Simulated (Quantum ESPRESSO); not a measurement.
Runs of Quantum ESPRESSO 7.5 on BeS. It takes space group F-43m (No. 216, cubic). Conventional cell: a = 4.850 Å, b = 4.850 Å, c = 4.850 Å, α = 90.00°, β = 90.00°, γ = 90.00°. Around S (site symmetry -43m) lie 4 Be at 2.10 Å. Be (site symmetry -43m) is surrounded by 4 S at 2.10 Å. 

```csv
level,potentials or basis,form of the LDA correlation,pressure (GPa)
LDA,GBRV 1.5 LDA,PZ81,-3.2
WC,GBRV 1.5 PBE,-,-0.1
AM05,GBRV 1.5 PBE,-,(b)
BLYP,GBRV 1.5 PBE,-,(a)
PBEsol,GBRV 1.5 PBEsol,-,-0.7
```

Alike in all rows: task dielectric tensor; no spin polarisation; cell as given; k mesh 6 × 6 × 6, shifted; cutoff (eV) 612; smearing fermi-dirac 0.05 eV.

Q: Estimate the missing entries.

A: (a) 5.0; (b) 0.1.

Caveats: the potentials were made for another functional, which shifts forces and pressure (some runs); the cell is more than 3 GPa from zero pressure, which shifts response properties (some runs).

Runs at the PBE level aren't shown here.
